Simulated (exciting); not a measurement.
# Si2Ni (Fm-3m) in exciting: reference runs

Aim: a first look at Si2Ni with PBEsol, on the cell as given.

Program: exciting (release sodium). These are calculated values, not measurements. Logs are shortened: lines on timing, memory, paths and dates and some standing lists are left out, and cuts for length are marked.

**1. The structure**

It takes space group Fm-3m (No. 225, cubic). The conventional cell has a = 5.406 Å, b = 5.406 Å, c = 5.406 Å, α = 90.00°, β = 90.00°, γ = 90.00°. Ni (site symmetry m-3m) is surrounded by 8 Si at 2.34 Å. Si (site symmetry -43m) has 4 Ni at 2.34 Å as nearest neighbours.

**2. Single point, PBEsol, collinear spin, ferromagnetic start**

File input.xml:

```xml
<input>
  <title>Si2Ni</title>
  <structure speciespath="./" tshift="false">
    <crystal scale="1">
      <basevect>0.000000000000 7.223703478419 0.000000000000</basevect>
      <basevect>-5.898129191682 3.611851739115 2.085303573858</basevect>
      <basevect>0.000000000000 3.611851739115 6.255910721762</basevect>
    </crystal>
    <species speciesfile="Ni.xml" rmt="2">
      <atom coord="0.000000000000 0.000000000000 0.000000000000" bfcmt="0 0 -8"/>
    </species>
    <species speciesfile="Si.xml" rmt="2">
      <atom coord="0.750000000000 0.750000000000 0.750000000000" bfcmt="0 0 0"/>
      <atom coord="0.250000000000 0.250000000000 0.250000000000" bfcmt="0 0 0"/>
    </species>
  </structure>
  <groundstate do="fromscratch" ngridk="9 9 9" rgkmax="9" gmaxvr="14" lmaxapw="10" lmaxmat="10" lmaxvr="8" xctype="GGA_PBE_SOL" stype="Fermi Dirac" swidth="0.00183747" nempty="28" ValenceRelativity="iora*" epsengy="1e-05" epspot="1e-05" maxscl="90" tforce="true" outputlevel="normal">
    <spin reducebf="0.5"/>
  </groundstate>
</input>
```

Potentials or basis: all-electron LAPW+lo, shipped species files, valence relativity iora*.

Run with:

```
$ OMP_NUM_THREADS=1 exciting_smp
```

INFO.OUT:

```text
================================================================================
EXCITING SODIUM started
[... 10 lines left out ...]

 Lattice vectors (cartesian) :
      0.0000000000      7.2237034784      0.0000000000
     -5.8981291917      3.6118517391      2.0853035739
      0.0000000000      3.6118517391      6.2559107218

 Reciprocal lattice vectors (cartesian) :
      0.3550948164      0.8698011105     -0.5021799053
     -1.0652844492      0.0000000000      0.0000000000
      0.3550948164     -0.0000000000      1.0043598105

 Unit cell volume                           :     266.5414364377
 Brillouin zone volume                      :       0.9306253345

 Species :    1 (Ni)
     parameters loaded from                 :    Ni.xml
     name                                   :    nickel
     nuclear charge                         :     -28.00000000
     electronic charge                      :      28.00000000
     atomic mass                            :  106991.52300000
     muffin-tin radius                      :       2.00000000
     # of radial points in muffin-tin       :     350

     atomic positions (lattice) :
       1 :   0.00000000  0.00000000  0.00000000

     magnetic fields (cartesian) :
       1 :   0.00000000  0.00000000 -8.00000000

 Species :    2 (Si)
     parameters loaded from                 :    Si.xml
     name                                   :    silicon
     nuclear charge                         :     -14.00000000
     electronic charge                      :      14.00000000
     atomic mass                            :   51196.73454000
     muffin-tin radius                      :       2.00000000
     # of radial points in muffin-tin       :     300

     atomic positions (lattice) :
       1 :   0.75000000  0.75000000  0.75000000
       2 :   0.25000000  0.25000000  0.25000000

     magnetic fields (cartesian) :
       1 :   0.00000000  0.00000000  0.00000000
       2 :   0.00000000  0.00000000  0.00000000

 Total number of atoms per unit cell        :       3

 Spin treatment                             :    spin-polarised
 Global magnetic field (cartesian) :        0.00000000   0.00000000   0.00000000
 collinear magnetisation in z-direction

 Number of Bravais lattice symmetries       :      48
 Number of crystal symmetries               :      48

 k-point grid                               :       9    9    9
 Total number of k-points                   :      35
 k-point set is reduced with crystal symmetries

 R^MT_min * |G+k|_max (rgkmax)              :       9.00000000
 Species with R^MT_min                      :       1 (Ni)
 Maximum |G+k| for APW functions            :       4.50000000
 Maximum |G| for potential and density      :      14.00000000

 G-vector grid sizes                        :      36    36    36
 Total number of G-vectors                  :   12339

 Maximum angular momentum used for
     APW functions                          :      10
     computing H and O matrix elements      :      10
     potential and density                  :       8
     inner part of muffin-tin               :       2

 Total nuclear charge                       :     -56.00000000
 Total electronic charge                    :      56.00000000
 Total core charge                          :      32.00000000
 Total valence charge                       :      24.00000000

 Number of empty states                     :      28
 Total number of valence states             :      82

 Maximum Hamiltonian size                   :     440
 Maximum number of plane-waves              :     420
 Total number of local-orbitals             :      20

 Exchange-correlation type                  :      22
     PBEsol, Phys. Rev. Lett. 100, 136406 (2008)
     Generalised gradient approximation (GGA)

[... 20 lines left out ...]
+ SCF iteration number :    1                                                  +
++++++++++++++++++++++++++++++++++++++++++++++++++++++++++++++++++++++++++++++++
 Total energy                               :     -2107.49294600
 _______________________________________________________________
 Fermi energy                               :         0.34931702
 Kinetic energy                             :      2118.70052542
 Coulomb energy                             :     -4122.70803026
 Exchange energy                            :      -100.65462260
 Correlation energy                         :        -2.83081855
 No external B-field energy in total energy

 DOS at Fermi energy (states/Ha/cell)       :        19.16498195

 Electron charges :
     core                                   :        32.00000000
     core leakage                           :         0.01004871
     valence                                :        24.00000000
     interstitial                           :         5.72343602
     charge in muffin-tin spheres :
                  atom     1    Ni          :        27.06198696
                  atom     2    Si          :        11.60728851
                  atom     3    Si          :        11.60728851
     total charge in muffin-tins            :        50.27656398
     total charge                           :        56.00000000

 Moments :
     interstitial                           :        -0.04636333
     moment in muffin-tin spheres :
                  atom     1    Ni          :         0.27103912
                  atom     2    Si          :        -0.00671295
                  atom     3    Si          :        -0.00671295
     total moment in muffin-tins            :         0.25761322
     total moment                           :         0.21124990

++++++++++++++++++++++++++++++++++++++++++++++++++++++++++++++++++++++++++++++++
+ SCF iteration number :    2                                                  +
++++++++++++++++++++++++++++++++++++++++++++++++++++++++++++++++++++++++++++++++
 Total energy                               :     -2087.02256658
 _______________________________________________________________
 Fermi energy                               :         0.37897309
 Kinetic energy                             :      2129.24527800
 Coulomb energy                             :     -4113.73466513
 Exchange energy                            :       -99.71308729
 Correlation energy                         :        -2.82009216
 No external B-field energy in total energy

 DOS at Fermi energy (states/Ha/cell)       :        19.86336379

 Electron charges :
     core                                   :        32.00000000
     core leakage                           :         0.01004744
     valence                                :        24.00000000
     interstitial                           :         6.22075606
     charge in muffin-tin spheres :
                  atom     1    Ni          :        26.23273775
                  atom     2    Si          :        11.77325310
                  atom     3    Si          :        11.77325310
     total charge in muffin-tins            :        49.77924394
     total charge                           :        56.00000000

 Moments :
     interstitial                           :        -0.05551607
     moment in muffin-tin spheres :
                  atom     1    Ni          :         0.24522823
                  atom     2    Si          :        -0.01389678
                  atom     3    Si          :        -0.01389678
     total moment in muffin-tins            :         0.21743466
     total moment                           :         0.16191860
[... 561 lines left out ...]
 RMS change in effective potential (target) :  0.374484E-07  ( 0.100000E-04)
 Absolute change in total energy   (target) :  0.394168E-05  ( 0.100000E-04)
 Charge distance                   (target) :  0.578293E-08  ( 0.100000E-04)
 Abs. change in max-nonIBS-force   (target) :   0.00000      ( 0.500000E-04)

++++++++++++++++++++++++++++++++++++++++++++++++++++++++++++++++++++++++++++++++
+ SCF iteration number :   17                                                  +
++++++++++++++++++++++++++++++++++++++++++++++++++++++++++++++++++++++++++++++++
 Total energy                               :     -2098.62691315
 _______________________________________________________________
 Fermi energy                               :         0.36298193
 Kinetic energy                             :      2124.06302574
 Coulomb energy                             :     -4119.61752973
 Exchange energy                            :      -100.24644610
 Correlation energy                         :        -2.82596307
 No external B-field energy in total energy

 DOS at Fermi energy (states/Ha/cell)       :        24.23319337

 Electron charges :
     core                                   :        32.00000000
     core leakage                           :         0.00976843
     valence                                :        24.00000000
     interstitial                           :         5.97376790
     charge in muffin-tin spheres :
                  atom     1    Ni          :        26.56732435
                  atom     2    Si          :        11.72945387
                  atom     3    Si          :        11.72945387
     total charge in muffin-tins            :        50.02623210
     total charge                           :        56.00000000

 Moments :
     interstitial                           :        -0.00000242
     moment in muffin-tin spheres :
                  atom     1    Ni          :         0.00001124
                  atom     2    Si          :        -0.00000043
                  atom     3    Si          :        -0.00000043
     total moment in muffin-tins            :         0.00001037
     total moment                           :         0.00000795

 RMS change in effective potential (target) :  0.171938E-07  ( 0.100000E-04)
 Absolute change in total energy   (target) :  0.378369E-05  ( 0.100000E-04)
 Charge distance                   (target) :  0.561532E-08  ( 0.100000E-04)
 Abs. change in max-nonIBS-force   (target) :   0.00000      ( 0.500000E-04)

++++++++++++++++++++++++++++++++++++++++++++++++++++++++++++++++++++++++++++++++
| Convergency criteria checked for the last 2 iterations                       +
| Convergence targets achieved. Performing final SCF iteration                 +
++++++++++++++++++++++++++++++++++++++++++++++++++++++++++++++++++++++++++++++++
 Total energy                               :     -2098.62691379
 _______________________________________________________________
 Fermi energy                               :         0.36298193
 Kinetic energy                             :      2124.06302550
 Coulomb energy                             :     -4119.61753009
 Exchange energy                            :      -100.24644614
 Correlation energy                         :        -2.82596307
 No external B-field energy in total energy

 DOS at Fermi energy (states/Ha/cell)       :        24.23320621

 Electron charges :
     core                                   :        32.00000000
     core leakage                           :         0.00976843
     valence                                :        24.00000000
     interstitial                           :         5.97376786
     charge in muffin-tin spheres :
                  atom     1    Ni          :        26.56732438
                  atom     2    Si          :        11.72945388
                  atom     3    Si          :        11.72945388
     total charge in muffin-tins            :        50.02623214
     total charge                           :        56.00000000

 Moments :
     interstitial                           :        -0.00000073
     moment in muffin-tin spheres :
                  atom     1    Ni          :         0.00000389
                  atom     2    Si          :        -0.00000014
                  atom     3    Si          :        -0.00000014
     total moment in muffin-tins            :         0.00000361
     total moment                           :         0.00000288

++++++++++++++++++++++++++++++++++++++++++++++++++++++++++++++++++++++++++++++++
+ Self-consistent loop stopped                                                 +
++++++++++++++++++++++++++++++++++++++++++++++++++++++++++++++++++++++++++++++++
 STATE.OUT is written

--------------------------------------------------------------------------------
- Writing atomic positions and forces                                          -
--------------------------------------------------------------------------------

 Atomic positions (lattice) :
 atom     1  Ni  :     0.00000000    0.00000000    0.00000000
 atom     2  Si  :     0.75000000    0.75000000    0.75000000
 atom     3  Si  :     0.25000000    0.25000000    0.25000000

 Total atomic forces including IBS (cartesian) :
 atom     1  Ni  :     0.00000000   -0.00000000   -0.00000000
 atom     2  Si  :    -0.00000000   -0.00000000    0.00000000
 atom     3  Si  :     0.00000000    0.00000000   -0.00000000

 Atomic force components including IBS (cartesian) :
 atom     1  Ni  :     0.00000000    0.00000000    0.00000000   HF force
                 :    -0.00000000    0.00000000   -0.00000000   core correction
                 :    -0.00000000    0.00000000   -0.00000000   IBS correction
 atom     2  Si  :    -0.00000000   -0.00000000   -0.00000000   HF force
                 :     0.00000000   -0.00000000   -0.00000000   core correction
                 :     0.00000000    0.00000000   -0.00000000   IBS correction
 atom     3  Si  :     0.00000000    0.00000000   -0.00000000   HF force
                 :    -0.00000000    0.00000000    0.00000000   core correction
                 :    -0.00000000   -0.00000000    0.00000000   IBS correction

********************************************************************************
[... 7 lines left out ...]
| EXCITING SODIUM stopped                                                      =
================================================================================
```

Wall time 3.6 min (1 thread of Intel Xeon Platinum 8488C (Sapphire Rapids), shared host); peak memory 0.21 GiB.

What came out:

| Quantity | Value |
| --- | --- |
| Free energy | -57106.5552 eV |
| Band gap on the k mesh | none (metal or under the smearing width) |
| Net moment | 0.00 μB per cell |
| All electrons inside the program's atomic spheres | Ni 26.57; Si 11.73 (radii Ni 2.0, Si 2.0 bohr) |

Levels at points of the mesh, in eV from the Fermi level:
Spin up:
| k point | band 10 | band 11 | band 12 | band 13 | band 14 | band 15 |
| --- | --- | --- | --- | --- | --- | --- |
| (0.00, 0.00, 0.00) | -0.32 | 1.71 | 1.71 | 1.71 | 2.21 | 2.21 |
Spin down:
```
           k point  band 10  band 11  band 12  band 13  band 14  band 15
(0.00, 0.00, 0.00)    -0.32     1.71     1.71     1.71     2.21     2.21
```

Caveat: the log's total energy holds no entropy term; the free energy is that total less TS from the occupations; the starting moments collapsed, and a magnetic state may lie lower.
